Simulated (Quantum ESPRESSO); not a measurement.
# PtS2 (P-3m1) in Quantum ESPRESSO: notebook

One crystal, PtS2, is run at these levels: BLYP, PBE+D3(BJ); tasks: single point, relaxation of cell and atoms.

All numbers are computed with Quantum ESPRESSO 7.5; they aren't measurements. Logs are shortened: lines on timing, memory, paths and dates and some standing lists are left out, and cuts for length are marked.

## (1) Starting point

Symmetry: P-3m1, No. 164, trigonal system. Conventional cell: a = 3.543 Å, b = 3.543 Å, c = 5.039 Å, α = 90.00°, β = 90.00°, γ = 120.00°. Pt (site symmetry -3m) is surrounded by 6 S at 2.34 Å. Around S (site symmetry 3m) lie 3 Pt at 2.34 Å.

## (2) Single point, BLYP

run.py reads:

```python
import numpy as np
from ase.calculators.espresso import Espresso, EspressoProfile
import spglib
from ase import Atoms
from ase.io import read

atoms = read('PtS2.cif')
cell, pos, num = spglib.standardize_cell((atoms.cell[:], atoms.get_scaled_positions(), atoms.numbers), to_primitive=True, symprec=1e-4)
atoms = Atoms(numbers=num, cell=cell, scaled_positions=pos, pbc=True)

input_data = {
    'control': {'calculation': 'scf', 'prefix': 'pwscf', 'outdir': './tmp', 'tprnfor': True, 'tstress': True, 'disk_io': 'nowf'},
    'system': {'ecutwfc': 90.0, 'nbnd': 22, 'input_dft': 'blyp', 'occupations': 'smearing', 'smearing': 'gaussian', 'degauss': 0.01469973},
    'electrons': {'conv_thr': 6e-10, 'electron_maxstep': 120, 'mixing_beta': 0.5},
}
pseudopotentials = {'S': 'S.upf', 'Pt': 'Pt.upf'}
profile = EspressoProfile(command='pw.x', pseudo_dir='pseudo')
dft = Espresso(profile=profile, input_data=input_data, pseudopotentials=pseudopotentials, kpts=(9, 9, 5), koffset=(0, 0, 0))
atoms.calc = dft

print(f'energy {atoms.get_potential_energy():.8f} eV')
print('forces (eV/A)')
print(np.round(atoms.get_forces(), 6))
print('stress (eV/A^3, Voigt)')
print(np.round(atoms.get_stress(), 8))
print(f'Fermi level {dft.get_fermi_level():.4f} eV')
```

PtS2.cif reads:

```cif
data_PtS2
_cell_length_a 3.54320000
_cell_length_b 3.54320000
_cell_length_c 5.03880000
_cell_angle_alpha 90.00000000
_cell_angle_beta 90.00000000
_cell_angle_gamma 120.00000000
_space_group_name_H-M_alt 'P-3m1'
_space_group_name_Hall '-P 3 2"'
_space_group_IT_number 164
loop_
_space_group_symop_operation_xyz
'x,y,z'
'-x,-y,-z'
'-y,x-y,z'
'y,-x+y,-z'
'-x+y,-x,z'
'x-y,x,-z'
'y,x,-z'
'-y,-x,z'
'x-y,-y,-z'
'-x+y,y,z'
'-x,-x+y,-z'
'x,x-y,z'
loop_
_atom_site_label
_atom_site_type_symbol
_atom_site_symmetry_multiplicity
_atom_site_Wyckoff_symbol
_atom_site_fract_x
_atom_site_fract_y
_atom_site_fract_z
_atom_site_occupancy
Pt1 Pt 1 a 0.0000000000 0.0000000000 0.0000000000 1
S1 S 2 d 0.6666666667 0.3333333333 0.7730000000 1
```

Potentials or basis: PseudoDojo 0.5 SR PBE standard.

The run is started by

```
$ OMP_NUM_THREADS=1 python run.py
```

Standard output:

```text
energy -4145.15915331 eV
forces (eV/A)
[[ 0.       -0.        0.      ]
 [-0.        0.       -1.874348]
 [ 0.       -0.        1.874348]]
stress (eV/A^3, Voigt)
[-0.13059415 -0.13059415 -0.10588377  0.         -0.         -0.        ]
Fermi level 11.9651 eV
```

espresso.pwi:

```text
&CONTROL
   calculation      = 'scf'
   tstress          = .true.
   tprnfor          = .true.
   outdir           = './tmp'
   prefix           = 'pwscf'
   disk_io          = 'nowf'
   pseudo_dir       = 'pseudo'
/
&SYSTEM
   nbnd             = 22
   ecutwfc          = 90.0
   occupations      = 'smearing'
   degauss          = 0.01469973
   smearing         = 'gaussian'
   input_dft        = 'blyp'
   ntyp             = 2
   nat              = 3
   ibrav            = 0
/
&ELECTRONS
   electron_maxstep = 120
   conv_thr         = 6e-10
   mixing_beta      = 0.5
/
&IONS
/
&CELL
/
&FCP
/
&RISM
/
ATOMIC_SPECIES
Pt 195.084 Pt.upf
S 32.06 S.upf

K_POINTS automatic
9 9 5  0 0 0

CELL_PARAMETERS angstrom
3.54320000000000 0.00000000000000 0.00000000000000
-1.77160000000000 3.06850121068902 0.00000000000000
0.00000000000000 0.00000000000000 5.03880000000000

ATOMIC_POSITIONS angstrom
Pt 0.0000000000 0.0000000000 0.0000000000  
S 1.7716000000 1.0228337369 3.8949924000  
S 0.0000000000 2.0456674738 1.1438076000
```

espresso.pwo:

```text
This program is part of the open-source Quantum ESPRESSO suite
     for quantum simulation of materials; please cite
         "P. Giannozzi et al., J. Phys.:Condens. Matter 21 395502 (2009);
         "P. Giannozzi et al., J. Phys.:Condens. Matter 29 465901 (2017);
         "P. Giannozzi et al., J. Chem. Phys. 152 154105 (2020);
     in publications or presentations arising from this work. More details at

Warning: card &CELL ignored
Warning: card &FCP ignored
Warning: card &RISM ignored

     IMPORTANT: XC functional enforced from input :
     Exchange-correlation= BLYP
                           (   1   3   1   3   0   0   0)
     Any further DFT definition will be discarded
     Please, verify this is what you really want

     Message from routine setup:
     using ibrav=0 with symmetry is DISCOURAGED, use correct ibrav instead

     G-vector sticks info
     --------------------
     sticks:   dense  smooth     PW     G-vecs:    dense   smooth      PW
     Sum        1111    1111    313                42615    42615    6571

     Using Slab Decomposition

     bravais-lattice index     =            0
     lattice parameter (alat)  =       6.6957  a.u.
     unit-cell volume          =     369.6968 (a.u.)^3
     number of atoms/cell      =            3
     number of atomic types    =            2
     number of electrons       =        30.00
     number of Kohn-Sham states=           22
     kinetic-energy cutoff     =      90.0000  Ry
     charge density cutoff     =     360.0000  Ry
     scf convergence threshold =      6.0E-10
     mixing beta               =       0.5000
     number of iterations used =            8  plain     mixing
     Exchange-correlation= BLYP
                           (   1   3   1   3   0   0   0)

     celldm(1)=   6.695678  celldm(2)=   0.000000  celldm(3)=   0.000000
     celldm(4)=   0.000000  celldm(5)=   0.000000  celldm(6)=   0.000000

     crystal axes: (cart. coord. in units of alat)
               a(1) = (   1.000000   0.000000   0.000000 )
               a(2) = (  -0.500000   0.866025   0.000000 )
               a(3) = (   0.000000   0.000000   1.422104 )

     reciprocal axes: (cart. coord. in units 2 pi/alat)
               b(1) = (  1.000000  0.577350 -0.000000 )
               b(2) = (  0.000000  1.154701  0.000000 )
               b(3) = (  0.000000 -0.000000  0.703183 )

     PseudoPot. # 1 for Pt read from file:
     Pt.upf
     Pseudo is Norm-conserving + core correction, Zval = 18.0
     Generated using ONCVPSP code by D. R. Hamann
     Using radial grid of 1374 points,  8 beta functions with:
                l(1) =   0
                l(2) =   0
                l(3) =   1
                l(4) =   1
                l(5) =   2
                l(6) =   2
                l(7) =   3
                l(8) =   3

     PseudoPot. # 2 for S  read from file:
     S.upf
     Pseudo is Norm-conserving + core correction, Zval =  6.0
     Generated using ONCVPSP code by D. R. Hamann
     Using radial grid of 1148 points,  6 beta functions with:
                l(1) =   0
                l(2) =   0
                l(3) =   1
                l(4) =   1
                l(5) =   2
                l(6) =   2

     atomic species   valence    mass     pseudopotential
     Pt               18.00   195.08400     Pt( 1.00)
     S                 6.00    32.06000     S ( 1.00)

     12 Sym. Ops., with inversion, found

   Cartesian axes

     site n.     atom                  positions (alat units)
         1        Pt     tau(   1) = (   0.0000000   0.0000000   0.0000000  )
         2        S      tau(   2) = (   0.5000000   0.2886751   1.0992866  )
         3        S      tau(   3) = (   0.0000000   0.5773503   0.3228177  )

     number of k points=    50  Gaussian smearing, width (Ry)=  0.0147
                       cart. coord. in units 2pi/alat
        k(    1) = (   0.0000000   0.0000000   0.0000000), wk =   0.0049383
        k(    2) = (   0.0000000   0.0000000   0.1406367), wk =   0.0098765
        k(    3) = (   0.0000000   0.0000000   0.2812733), wk =   0.0098765
        k(    4) = (   0.0000000   0.1283001   0.0000000), wk =   0.0296296
        k(    5) = (   0.0000000   0.1283001   0.1406367), wk =   0.0296296
        k(    6) = (   0.0000000   0.1283001   0.2812733), wk =   0.0296296
[... 42 lines left out ...]
        k(   49) = (  -0.2222222   0.5132002  -0.1406367), wk =   0.0592593
        k(   50) = (  -0.2222222   0.5132002  -0.2812733), wk =   0.0592593

     Dense  grid:    42615 G-vectors     FFT dimensions: (  45,  45,  60)

     Initial potential from superposition of free atoms

     starting charge      29.9998, renormalised to      30.0000
     Starting wfcs are   18 randomized atomic wfcs +    4 random wfcs

     Self-consistent Calculation

     iteration #  1     ecut=    90.00 Ry     beta= 0.50
     Davidson diagonalization with overlap
     ethr =  1.00E-02,  avg # of iterations =  6.3

     total energy              =    -304.43451755 Ry
     estimated scf accuracy    <       0.50046107 Ry

     iteration #  2     ecut=    90.00 Ry     beta= 0.50
     Davidson diagonalization with overlap
     ethr =  1.67E-03,  avg # of iterations =  2.3

     total energy              =    -304.55703478 Ry
     estimated scf accuracy    <       0.65824104 Ry

     iteration #  3     ecut=    90.00 Ry     beta= 0.50
     Davidson diagonalization with overlap
     ethr =  1.67E-03,  avg # of iterations =  1.7

     total energy              =    -304.66244455 Ry
     estimated scf accuracy    <       0.00529551 Ry

     iteration #  4     ecut=    90.00 Ry     beta= 0.50
     Davidson diagonalization with overlap
     ethr =  1.77E-05,  avg # of iterations =  7.4

     total energy              =    -304.66346312 Ry
     estimated scf accuracy    <       0.00112732 Ry

     iteration #  5     ecut=    90.00 Ry     beta= 0.50
     Davidson diagonalization with overlap
     ethr =  3.76E-06,  avg # of iterations =  2.5

     total energy              =    -304.66359863 Ry
     estimated scf accuracy    <       0.00000855 Ry

     iteration #  6     ecut=    90.00 Ry     beta= 0.50
     Davidson diagonalization with overlap
     ethr =  2.85E-08,  avg # of iterations =  3.7

     total energy              =    -304.66360476 Ry
     estimated scf accuracy    <       0.00000127 Ry

     iteration #  7     ecut=    90.00 Ry     beta= 0.50
     Davidson diagonalization with overlap
     ethr =  4.24E-09,  avg # of iterations =  2.0

     total energy              =    -304.66360501 Ry
     estimated scf accuracy    <       0.00000011 Ry

     iteration #  8     ecut=    90.00 Ry     beta= 0.50
     Davidson diagonalization with overlap
     ethr =  3.68E-10,  avg # of iterations =  2.1

     total energy              =    -304.66360504 Ry
     estimated scf accuracy    <       0.00000001 Ry

     iteration #  9     ecut=    90.00 Ry     beta= 0.50
     Davidson diagonalization with overlap
     ethr =  3.72E-11,  avg # of iterations =  2.2

     total energy              =    -304.66360504 Ry
     estimated scf accuracy    <          1.4E-09 Ry

     iteration # 10     ecut=    90.00 Ry     beta= 0.50
     Davidson diagonalization with overlap
     ethr =  4.69E-12,  avg # of iterations =  2.6

     End of self-consistent calculation

          k = 0.0000 0.0000 0.0000 (  5399 PWs)   bands (ev):

   -88.1543 -42.3417 -42.3417 -42.1585  -4.0473  -0.8551   4.4680   4.4680
     4.6171   7.5012   7.5012   9.6766  10.3358  10.3358  11.3563  13.9225
    13.9225  16.4194  17.2837  19.4339  19.4339  23.4764

          k = 0.0000 0.0000 0.1406 (  5321 PWs)   bands (ev):

   -88.1543 -42.3417 -42.3417 -42.1585  -3.9613  -1.0921   4.4749   4.4749
     5.0081   7.4934   7.4934   9.5376  10.2683  10.2683  11.0174  14.0805
    14.0805  16.5441  17.8785  19.3388  19.3388  22.6552

          k = 0.0000 0.0000 0.2813 (  5302 PWs)   bands (ev):

   -88.1543 -42.3417 -42.3417 -42.1585  -3.7979  -1.4719   4.4863   4.4863
     5.7265   7.4812   7.4812   9.1030  10.1646  10.1646  10.6179  14.3490
    14.3490  16.9869  18.7014  19.1423  19.1423  21.4153

          k = 0.0000 0.1283 0.0000 (  5333 PWs)   bands (ev):

   -88.1542 -42.3444 -42.3424 -42.1581  -3.8823  -0.9627   4.5789   4.6093
     4.7838   7.2654   7.3793   9.2025  10.3161  10.3420  11.4245  13.3321
    13.8050  17.1584  17.8568  19.1704  19.9400  22.4545

          k = 0.0000 0.1283 0.1406 (  5312 PWs)   bands (ev):

   -88.1542 -42.3444 -42.3424 -42.1582  -3.7981  -1.1663   4.4884   4.5743
     5.2416   7.2299   7.3808   9.1690  10.0361  10.3958  11.3781  13.5647
    13.6657  17.1539  17.9648  19.4102  20.1404  21.6962

          k = 0.0000 0.1283 0.2813 (  5307 PWs)   bands (ev):

   -88.1542 -42.3444 -42.3424 -42.1582  -3.6349  -1.5107   4.4704   4.5873
     5.8531   7.2164   7.3570   9.1933   9.5307  10.3061  11.2034  13.6710
    13.8945  17.4813  18.2084  19.7440  19.9144  20.7699

          k = 0.0000 0.2566 0.0000 (  5333 PWs)   bands (ev):

   -88.1541 -42.3514 -42.3441 -42.1573  -3.4206  -1.2189   4.8624   4.9029
     5.2974   6.5194   7.1862   8.5463  10.0862  10.1053  11.0192  12.9924
    13.7715  17.2447  18.9262  19.9637  20.8025  20.9504

          k = 0.0000 0.2566 0.1406 (  5318 PWs)   bands (ev):

   -88.1541 -42.3514 -42.3441 -42.1573  -3.3487  -1.3364   4.5830   4.8403
     5.7637   6.4229   7.2084   8.5359  10.1657  10.2476  11.4673  12.5695
    13.4313  16.9100  18.6106  20.2947  21.0561  21.4038
[... 223 lines left out ...]
          k =-0.1111 0.3208-0.2813 (  5319 PWs)   bands (ev):

   -88.1540 -42.3558 -42.3463 -42.1566  -2.7766  -1.7131   4.6743   4.9786
     5.7774   6.7518   6.8691   8.4432   9.8206  10.1508  10.2421  12.8214
    13.4858  17.7076  18.6669  20.1171  20.7110  21.4175

          k =-0.1111 0.4491-0.1406 (  5335 PWs)   bands (ev):

   -88.1539 -42.3618 -42.3484 -42.1558  -2.2857  -1.7492   4.4830   5.2251
     6.0405   6.5635   7.1086   8.2694   8.6542   9.3656   9.8669  13.5081
    13.7100  17.0617  18.8378  20.1232  20.3950  21.4799

          k =-0.1111 0.4491-0.2813 (  5329 PWs)   bands (ev):

   -88.1539 -42.3618 -42.3484 -42.1558  -2.2130  -1.7957   4.3163   5.1250
     5.8255   6.8703   7.1137   8.3067   8.7247   9.5728   9.9754  13.2743
    13.7869  17.1568  18.2720  20.0244  21.2100  21.5494

          k =-0.2222 0.5132-0.1406 (  5346 PWs)   bands (ev):

   -88.1538 -42.3615 -42.3531 -42.1553  -1.9226  -1.8104   4.4729   5.1862
     5.7104   6.7333   7.0109   8.0526   8.4727   9.4493  10.1104  12.9022
    13.3398  17.5147  19.3373  20.0826  20.5981  21.8488

          k =-0.2222 0.5132-0.2813 (  5342 PWs)   bands (ev):

   -88.1538 -42.3615 -42.3531 -42.1553  -1.9127  -1.7952   4.4116   5.0627
     5.8049   6.7462   7.0598   8.0628   8.3234   9.5665   9.7798  13.2778
    13.8369  17.9552  18.7711  20.2119  20.4571  21.4527

     the Fermi energy is    11.9651 ev

!    total energy              =    -304.66360504 Ry
     estimated scf accuracy    <          4.8E-11 Ry
     smearing contrib. (-TS)   =      -0.00000079 Ry
     internal energy E=F+TS    =    -304.66360425 Ry

     The total energy is F=E-TS. E is the sum of the following terms:
     one-electron contribution =    -155.90310630 Ry
     hartree contribution      =      89.49328558 Ry
     xc contribution           =     -59.63705648 Ry
     ewald contribution        =    -178.61672705 Ry

     convergence has been achieved in  10 iterations

     Forces acting on atoms (cartesian axes, Ry/au):

     atom    1 type  1   force =     0.00000000   -0.00000000    0.00000000
     atom    2 type  2   force =    -0.00000000    0.00000000   -0.07290053
     atom    3 type  2   force =     0.00000000   -0.00000000    0.07290053

     Total force =     0.103097     Total SCF correction =     0.000009

     Computing stress (Cartesian axis) and pressure

          total   stress  (Ry/bohr**3)                   (kbar)     P=      196.04
   0.00142235   0.00000000   0.00000000          209.23        0.00        0.00
   0.00000000   0.00142235  -0.00000000            0.00      209.23       -0.00
   0.00000000   0.00000000   0.00115322            0.00        0.00      169.64

=------------------------------------------------------------------------------=
   JOB DONE.
=------------------------------------------------------------------------------=
```

Wall time 57 s (1 thread of Intel Xeon 6985P-C at 2.30GHz (Granite Rapids), shared host); peak memory 0.19 GiB.

Results:

```yaml
Free_energy: -4145.1595 eV
Pressure: 19.6 GPa
Largest_force: 1.874 eV/Å
Band_gap_on_the_k_mesh: 1.03 eV, indirect (least direct gap 1.10 eV)
```

Forces in eV/Å, atoms in the order of the input:
```
Pt   0.000  0.000  0.000
S    0.000  0.000 -1.874
S    0.000  0.000  1.874
```

Stress tensor (GPa, compression positive):
```
20.92  0.00  0.00
 0.00 20.92  0.00
 0.00  0.00 16.96
```

Levels at points of the mesh, in eV from the valence-band top:
```tsv
k point	band 12	band 13	band 14	band 15	band 16	band 17	band 18	band 19
(0.00, 0.00, 0.00)	-1.79	-1.13	-1.13	-0.11	2.46	2.46	4.95	5.82
```

Caveat: the potentials were made for another functional, which shifts forces and pressure; so large a pressure means that the cell lies far from this level's equilibrium, or that cutoff or potentials fall short; spin-orbit coupling is left out, which moves the levels of the heavy elements; an odd mesh through Γ misses points on the zone boundary, where band edges often lie.

[end of part 1 of 2]
